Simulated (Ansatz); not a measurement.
# CuO (P1) in Ansatz: notebook

One crystal, CuO, is run at these levels: PBEsol+U, r2SCAN; tasks: band structure.

Program: Ansatz 0.2.0. These are calculated values, not measurements. Logs are shortened: lines on timing, memory, paths and dates and some standing lists are left out, and cuts for length are marked.

## Step 1: Starting point

The typed cell holds 8 atoms: a = 2.900 Å, b = 5.544 Å, c = 5.643 Å, α = 113.11°, β = 101.64°, γ = 92.01°.

## Step 2: Band structure, PBEsol+U

The input, input.yaml:

```yaml
crystal:
  lattice:
    - [2.34185, -1.7113, 0.0]
    - [-1.49182, -1.7113, -5.05787]
    - [2.34185, 5.1339, 0.0]
  atoms:
    - { symbol: Cu, position: [0.32132716, 0.95657656, 0.29054178] }
    - { symbol: Cu, position: [0.67867284, 0.04342344, 0.70945822] }
    - { symbol: Cu, position: [0.3225567, 0.52186451, 0.68364633] }
    - { symbol: Cu, position: [0.6774433, 0.47813549, 0.31635367] }
    - { symbol: O, position: [0.41767164, 0.70732048, 0.00989985] }
    - { symbol: O, position: [0.41392836, 0.79267952, 0.65850015] }
    - { symbol: O, position: [0.22493959, 0.34816805, 0.07342398] }
    - { symbol: O, position: [0.94346041, 0.15183195, 0.25817602] }
hamiltonian:
  xc: pbesol
  pseudopotentials: { kind: paw }
  hubbard: { sites: [{ species: Cu, l: d, u_eff: 4.5 }] }
kpoints:
  mp_grid: { grid: [9, 5, 5] }
  band_path:
    path:
      - [[0.5, 0.0, 0.0], [0.0, 0.0, 0.0], [0.0, -0.5, 0.0]]
      - [[0.5, -0.5, 0.0], [0.0, 0.0, 0.0], [0.0, 0.5, -0.5]]
      - [[0.5, 0.5, -0.5], [0.0, 0.0, 0.0], [0.0, 0.0, -0.5]]
      - [[0.5, 0.0, -0.5], [0.0, 0.0, 0.0]]
    npoints: 10
scf:
  occupations: { method: fermi_dirac, width: 0.05 }
  n_extra_bands: 20
output:
  forces: true
  stress: true
  eigenvalues: true
  fatbands: true
```

Potentials or basis: Ansatz PAW.

Run with:

```sh
$ ansatz run input.yaml --threads 4 --pin off --max-ram 11264MiB --backend cpu --events-out ev --progress --plain --runs-dir out
```

Output:

```text
Warning: RAYON_NUM_THREADS=4 ignored (pool sized by the plan → 4); use --threads N
Cu: projections on atomic orbitals take those of the free atom [Ne] 3s2 3p6 3d10 4s1, of charge +0.00 (hamiltonian.pseudopotentials.projection_atoms); the dataset's partial waves leave at most 2.0e-6 of an orbital's norm unspanned inside its sphere
O: projections on atomic orbitals take those of the free atom [He] 2s2 2p4, of charge +0.00 (hamiltonian.pseudopotentials.projection_atoms); the dataset's partial waves leave at most 1.9e-8 of an orbital's norm unspanned inside its sphere
scf.n_extra_bands = 20 over 50 filled bands (N_el = 100.0): the run solves 70 bands
Engine: ansatz 0.2.0, aarch64-unknown-linux-gnu
Pseudopotentials: kind: paw
Pseudopotential: Cu, paw, valence charge 19, recommended cutoff 420 eV (normal), Cu.paw.azcp
Pseudopotential: O, paw, valence charge 6, recommended cutoff 420 eV (normal), O.paw.azcp
Functional definition: PBEsol
  exchange = pbesol_x
  correlation = pbesol_c
Crystal: 8 atoms, lattice volume = 81.080 Å³
Basis set: ecut = 420 eV, 1587 PW (Γ), exchange–correlation on 40×80×80 points (8 copies of the dense FFT grid, shifted against one another)
Bands: 70, of which v1, the nominal top of the filled ones, is band 50 counted from 1 (49 counted from 0)
Symmetry: 1 space group operations
Space group: P1 (ITA 1), of the structure as read, at distance tolerance 4.3e-5 Å
k-points: 113 of 225 (time reversal used)
Non-local potential: Cu, projectors of the file, l = 0: 3, l = 1: 2, l = 2: 3, l = 3: 1
Non-local potential: O, projectors of the file, l = 0: 2, l = 1: 2, l = 2: 1
PAW form: soft (Blöchl's): semilocal exchange-correlation on the pseudo side does not see the compensation charge
PAW frozen core: Cu, regenerated for the run's functional, and the local potential with it (the file was generated under x = pbe(κ = 0.804, μ = 0.2195149727645171), c = pbe(β = 0.06672455060314922))
PAW frozen core: O, regenerated for the run's functional, and the local potential with it (the file was generated under x = pbe(κ = 0.804, μ = 0.2195149727645171), c = pbe(β = 0.06672455060314922))
PAW one-centre angular grid: Cu, 590 points (default); XC on 64 Gauss nodes
PAW one-centre angular grid: O, 110 points (default); XC on 64 Gauss nodes
Initial density: superposition of atomic densities (chi_scale 0.1, normalization cell, long waves of neutral atoms under a Hubbard term (reshape's long-wave potential 0.33 eV rms, cloud 1.98 Å wide))
Initial wavefunctions: pseudopotential atomic-orbital guess
Functional: x = pbesol(κ = 0.804, μ = 0.12345679012345678), c = pbesol(β = 0.046)
SCF iter   1: F=—  HF=-28579.225142 eV  |F-HF|=—  |Δ(HF+E_count)|=         —  Δρ=1.19e-1  dr2=1.52e1  ethr=3.10e-3  ⟨swp⟩=5.7  Hψ=28419  notcnv=0  defer=151
preconditioner: auto → LDOS  [metal: Δε(μ)=0.003 eV  Ē_g=17.183 eV  σ=0.050 eV  W_gap=0.01  n_scr=34 (ndim 8)  ℏωp=34.0 eV  f_vac=0.012  D(μ)=3.97/eV (n_scr^D=38)  β→1.0]
SCF iter   2: F=—  HF=-28582.792969 eV  |F-HF|=—  |Δ(HF+E_count)|=    3.57e0  Δρ=3.10e-1  dr2=6.05e1  ethr=3.10e-3  ⟨swp⟩=3.1  Hψ=16052  notcnv=0  defer=1413  recentre
SCF iter   3: F=—  HF=-28578.816221 eV  |F-HF|=—  |Δ(HF+E_count)|=    3.98e0  Δρ=9.22e-2  dr2=8.30e0  ethr=3.10e-3  ⟨swp⟩=3.0  Hψ=16172  notcnv=0  defer=1368
SCF iter   4: F=—  HF=-28578.116311 eV  |F-HF|=—  |Δ(HF+E_count)|=   7.00e-1  Δρ=5.72e-2  dr2=3.02e0  ethr=3.10e-3  ⟨swp⟩=2.0  Hψ=9894  notcnv=0  defer=1412
SCF iter   5: F=—  HF=-28577.816594 eV  |F-HF|=—  |Δ(HF+E_count)|=   3.00e-1  Δρ=2.51e-2  dr2=3.08e-1  ethr=3.02e-3  ⟨swp⟩=2.0  Hψ=7242  notcnv=0  defer=1412
SCF iter   6: F=—  HF=-28577.829823 eV  |F-HF|=—  |Δ(HF+E_count)|=   1.32e-2  Δρ=1.97e-2  dr2=2.18e-1  ethr=3.08e-4  ⟨swp⟩=2.3  Hψ=12694  notcnv=0  defer=1403
SCF iter   7: F=—  HF=-28577.829644 eV  |F-HF|=—  |Δ(HF+E_count)|=   1.79e-4  Δρ=9.87e-3  dr2=3.69e-2  ethr=2.18e-4  ⟨swp⟩=2.0  Hψ=9769  notcnv=0  defer=1403
SCF iter   8: F=—  HF=-28577.831745 eV  |F-HF|=—  |Δ(HF+E_count)|=   2.10e-3  Δρ=6.08e-3  dr2=1.73e-2  ethr=3.69e-5  ⟨swp⟩=2.0  Hψ=8137  notcnv=0  defer=1403
SCF iter   9: F=—  HF=-28577.834336 eV  |F-HF|=—  |Δ(HF+E_count)|=   2.59e-3  Δρ=7.44e-3  dr2=3.28e-2  ethr=1.73e-5  ⟨swp⟩=2.0  Hψ=10119  notcnv=0  defer=1403  recentre
SCF iter  10: F=—  HF=-28577.831207 eV  |F-HF|=—  |Δ(HF+E_count)|=   3.13e-3  Δρ=2.41e-3  dr2=1.96e-3  ethr=1.73e-5  ⟨swp⟩=2.0  Hψ=10191  notcnv=0  defer=1398
SCF iter  11: F=—  HF=-28577.831430 eV  |F-HF|=—  |Δ(HF+E_count)|=   2.22e-4  Δρ=1.66e-3  dr2=9.75e-4  ethr=1.96e-6  ⟨swp⟩=2.1  Hψ=9501  notcnv=0  defer=1396
SCF iter  12: F=—  HF=-28577.831529 eV  |F-HF|=—  |Δ(HF+E_count)|=   9.91e-5  Δρ=1.36e-3  dr2=9.78e-4  ethr=9.75e-7  ⟨swp⟩=2.4  Hψ=10197  notcnv=0  defer=1396
SCF iter  13: F=—  HF=-28577.831428 eV  |F-HF|=—  |Δ(HF+E_count)|=   1.01e-4  Δρ=7.33e-4  dr2=2.16e-4  ethr=9.75e-7  ⟨swp⟩=2.0  Hψ=9749  notcnv=0  defer=1396
SCF iter  14: F=—  HF=-28577.831392 eV  |F-HF|=—  |Δ(HF+E_count)|=   3.62e-5  Δρ=4.09e-4  dr2=6.77e-5  ethr=2.16e-7  ⟨swp⟩=2.3  Hψ=9598  notcnv=0  defer=1396
SCF iter  15: F=—  HF=-28577.831405 eV  |F-HF|=—  |Δ(HF+E_count)|=   1.35e-5  Δρ=4.19e-4  dr2=8.69e-5  ethr=6.77e-8  ⟨swp⟩=2.0  Hψ=9174  notcnv=0  defer=1396
SCF iter  16: F=—  HF=-28577.831394 eV  |F-HF|=—  |Δ(HF+E_count)|=   1.15e-5  Δρ=2.11e-4  dr2=2.21e-5  ethr=6.77e-8  ⟨swp⟩=2.0  Hψ=9071  notcnv=0  defer=1396
SCF iter  17: F=—  HF=-28577.831393 eV  |F-HF|=—  |Δ(HF+E_count)|=   1.19e-6  Δρ=1.57e-4  dr2=1.14e-5  ethr=2.21e-8  ⟨swp⟩=2.5  Hψ=10515  notcnv=0  defer=1396
SCF iter  18: F=—  HF=-28577.831391 eV  |F-HF|=—  |Δ(HF+E_count)|=   1.15e-6  Δρ=6.78e-5  dr2=1.99e-6  ethr=1.14e-8  ⟨swp⟩=2.0  Hψ=8985  notcnv=0  defer=1396
SCF iter  19: F=—  HF=-28577.831391 eV  |F-HF|=—  |Δ(HF+E_count)|=   1.19e-7  Δρ=5.66e-5  dr2=1.78e-6  ethr=1.99e-9  ⟨swp⟩=2.0  Hψ=9113  notcnv=0  defer=1396
SCF iter  20: F=—  HF=-28577.831391 eV  |F-HF|=—  |Δ(HF+E_count)|=   2.20e-8  Δρ=4.90e-5  dr2=1.28e-6  ethr=1.78e-9  ⟨swp⟩=2.0  Hψ=8822  notcnv=0  defer=1396
SCF iter  21: F=—  HF=-28577.831391 eV  |F-HF|=—  |Δ(HF+E_count)|=   1.46e-7  Δρ=2.48e-5  dr2=2.50e-7  ethr=1.28e-9  ⟨swp⟩=2.6  Hψ=9396  notcnv=0  defer=1396
SCF iter  22: F=-28577.831391 eV  HF=-28577.831391 eV  |F-HF|=7.50e-8  |Δ(HF+E_count)|=   2.33e-8  Δρ=1.41e-5  dr2=9.04e-8  ethr=1.00e-10  ⟨swp⟩=7.7  Hψ=38596  notcnv=0
SCF 1 converged in 22 iterations: F = -28577.831391 eV  dr2 = 9.04e-8
NSCF: frozen V_eff on 74 k-points
SCF converged after 22 iterations
Free energy (F): -28577.831391 eV
Harris-Foulkes:  -28577.831391 eV  (|F-HF|=7.50e-8)
Internal energy: -28577.796905 eV  (E = F + TS)
E sigma→0 (E₀):  -28577.814148 eV
Entropy (-TS):   -0.034486 eV (-4.311 meV/atom)
Fermi energy:    11.463959 eV
--- Per-component energies (eV) ---
  E_band       = -1813.728867
  E_kinetic    = 1903.013187
  E_local      = -20438.210835  (includes V_loc(G=0)·N_el)
  E_nonlocal   = 1791.685342
  E_hartree    = 8897.762040
  E_xc         = -644.244972
  E_vxc        = -831.316032  (∫ρ·V_xc dr)
  E_hubbard    = 3.722220  (on-site DFT+U / exact-exchange correction)
  E_vhub       = -78.397937  (the Hubbard potential's part of the band-sum identity)
  E_paw        = -7124.485665  (= ΣΔE_a)
  E_vpaw       = -1956.030784  (= ΣTr[D̂ρ^β])
  E_aug_tail   = 0.010676  (compensation charges beyond the density's cutoff)
  E_ewald      = -12968.014858
  E_core_change = 0.965960  (= ΣΔE_core)
  E_smearing   = -0.034486  (= −TS)
  E_closure    = -0.000000  (closes the sum)
  Σ components = -28577.831391   (vs F -28577.831391, Δ=0.00e0)
--- Forces (eV/Å), atoms counted from 1 ---
  atom   1  Cu     3.69722813    -0.31604105     2.64495918
  atom   2  Cu     5.34010390    -5.51631440   -14.47143720
  atom   3  Cu     0.24702091     2.08078003     8.44695187
  atom   4  Cu     5.40212148     0.13651042    -3.29308196
  atom   5  O      2.02108883     1.93403481     1.08373819
  atom   6  O     -5.71532308     1.83138252     6.86869592
  atom   7  O     -7.04576208    -1.58435192     2.60517098
  atom   8  O     -3.94627058     1.43403720    -3.88503187
  max |Σ_I F_I| component: 2.08e-4 eV/Å
--- Stress (GPa, compression-positive) ---
       42.687893       2.197094      -3.120864
        2.197092      32.062428      18.692929
       -3.120869      18.692941      73.633070
  P = ⅓ Tr σ = 49.4611 GPa (494.611 kbar)
--- Band table (eV; the first three rows and the last of 113) ---
  k-point 0: bands = ["-100.6861", "-100.1758", "-99.9437", "-99.9096", "-58.4940", "-58.3135", "-58.0232", "-57.9863", "-57.9216", "-57.7979", "-57.7051", "-57.4702", "-57.4005", "-57.3905", "-57.2120", "-57.1969", "-8.9877", "-8.3300", "-6.8303", "-6.3888", "2.6177", "3.4916", "3.7867", "4.4821", "4.6034", "4.8404", "4.9967", "5.4104", "5.9280", "6.1652", "6.4291", "6.5499", "6.7145", "6.8850", "7.0372", "7.1744", "7.5458", "7.7244", "7.8974", "8.0588", "8.2175", "8.5796", "8.8787", "9.5215", "9.8621", "10.5334", "10.7485", "10.9575", "11.1593", "11.5406", "11.6648", "11.9547", "12.1744", "16.0770", "16.5166", "18.6979", "20.0938", "21.2895", "21.5363", "24.7660", "24.8748", "25.6242", "26.7939", "26.9426", "27.8558", "28.6353", "29.4967", "29.7728", "30.4289", "30.8946"]
  k-point 1: bands = ["-100.6860", "-100.1757", "-99.9435", "-99.9095", "-58.4940", "-58.3135", "-58.0232", "-57.9863", "-57.9216", "-57.7979", "-57.7051", "-57.4702", "-57.4005", "-57.3906", "-57.2120", "-57.1969", "-8.9430", "-8.3685", "-6.8533", "-6.3824", "2.6331", "3.4497", "3.8370", "4.3674", "4.5765", "4.9024", "5.0893", "5.5040", "5.9280", "6.1467", "6.4070", "6.5483", "6.7568", "6.8854", "7.0284", "7.2282", "7.5712", "7.7295", "7.8636", "8.0280", "8.1706", "8.6614", "8.8815", "9.3195", "9.7487", "10.5499", "10.6486", "10.9627", "11.1496", "11.4156", "11.6787", "12.0946", "12.4843", "15.9225", "16.4766", "18.5788", "20.2154", "21.0056", "22.2996", "24.2297", "24.6992", "25.7179", "26.4755", "27.4719", "27.9386", "28.7540", "28.9959", "29.8146", "30.3479", "30.7277"]
  k-point 2: bands = ["-100.6858", "-100.1754", "-99.9433", "-99.9093", "-58.4940", "-58.3135", "-58.0232", "-57.9863", "-57.9216", "-57.7979", "-57.7051", "-57.4702", "-57.4005", "-57.3907", "-57.2120", "-57.1969", "-8.8522", "-8.4493", "-6.8881", "-6.3741", "2.6561", "3.4336", "3.8624", "4.1382", "4.7093", "5.0149", "5.1162", "5.5794", "5.9550", "6.1702", "6.4106", "6.5722", "6.7744", "6.9470", "7.0622", "7.2563", "7.5906", "7.6708", "7.8148", "7.9487", "8.1429", "8.6633", "8.8832", "9.0841", "9.6679", "10.4733", "10.6077", "10.9544", "11.1230", "11.1938", "11.7311", "12.2532", "13.1620", "15.3266", "16.5142", "18.4272", "20.3687", "21.2448", "22.8391", "24.0031", "24.3891", "25.2185", "26.4736", "27.4275", "27.9386", "28.8295", "29.3238", "29.7698", "30.3892", "30.7830"]
  k-point 112: bands = ["-100.6857", "-100.1748", "-99.9427", "-99.9093", "-58.4932", "-58.3126", "-58.0288", "-57.9883", "-57.9352", "-57.8011", "-57.7041", "-57.4767", "-57.3997", "-57.3906", "-57.2193", "-57.2056", "-8.5396", "-7.8339", "-6.8334", "-6.1594", "2.6431", "3.5651", "3.8254", "3.9473", "4.1730", "4.5900", "5.0467", "5.7381", "5.8151", "6.0621", "6.1487", "6.6163", "6.8171", "6.9867", "7.2106", "7.6035", "7.7155", "7.9640", "8.0543", "8.1083", "8.3570", "8.5489", "8.8178", "9.2112", "9.5689", "9.8821", "10.2261", "10.4882", "10.8622", "11.2921", "11.7153", "12.0731", "14.2221", "15.8847", "16.8324", "17.9217", "19.6659", "19.8706", "21.3621", "22.4070", "22.7680", "24.0727", "24.8403", "26.5574", "26.7886", "27.7740", "27.9909", "28.9030", "29.7696", "30.2772"]
Occupation matrices written to <dir>
```

Wall time 49 s (4 threads of Arm Neoverse V2, shared host); peak memory 0.88 GiB.

Results:

| Quantity | Value |
| --- | --- |
| Free energy | -28577.8314 eV |
| Pressure | 49.5 GPa |
| Largest force | 16.382 eV/Å |
| Band gap on the k mesh | none (metal or under the smearing width) |

Forces in eV/Å, atoms in the order of the input:
```
Cu    3.697  -0.316   2.645
Cu    5.340  -5.516 -14.471
Cu    0.247   2.081   8.447
Cu    5.402   0.137  -3.293
O     2.021   1.934   1.084
O    -5.715   1.831   6.869
O    -7.046  -1.584   2.605
O    -3.946   1.434  -3.885
```

Levels at the corners of the path, in eV from the Fermi level:
```csv
point,band 48,band 49,band 50,band 51,band 52,band 53
X,-0.75,-0.67,-0.35,-0.03,0.78,3.12
Γ,-0.51,-0.30,0.08,0.20,0.49,0.71
Y,-0.50,-0.40,0.12,0.39,0.64,1.60
L,-0.82,-0.62,-0.16,0.46,0.85,2.88
Γ,-0.51,-0.30,0.08,0.20,0.49,0.71
Z,-0.80,-0.59,-0.39,-0.07,0.59,1.91
N,-1.07,-0.67,-0.35,0.07,0.56,3.27
Γ,-0.51,-0.30,0.08,0.20,0.49,0.71
M,-0.51,-0.36,-0.28,0.27,0.81,1.86
R,-1.04,-0.48,-0.41,-0.09,0.43,2.68
Γ,-0.51,-0.30,0.08,0.20,0.49,0.71
```

Eigenvalues of the final occupation matrices:
```csv
site,spin,trace,eigenvalues
site 1,1,4.75,0.88 0.93 0.97 0.98 0.99
site 2,1,4.80,0.87 0.96 0.98 0.99 1.00
site 3,1,4.75,0.81 0.97 0.98 0.99 0.99
site 4,1,4.78,0.86 0.96 0.97 0.99 0.99
```

Caveat: a pressure of tens of GPa on the cell as given is suspect, and the run, the potentials or the cell itself is likely at fault; the pressure holds a Pulay correction of +0.7 GPa for the finite cutoff; the run has no spin polarisation, though such a crystal can be magnetic; U without spin polarisation on a metal has little footing; the PAW data sets come from PBE, with cores solved anew for the run's functional, which leaves a small shift of forces and pressure; forces of over 1 eV/Å show positions far from the minimum, so gaps and moduli don't describe the material at rest.

[end of part 1 of 2]
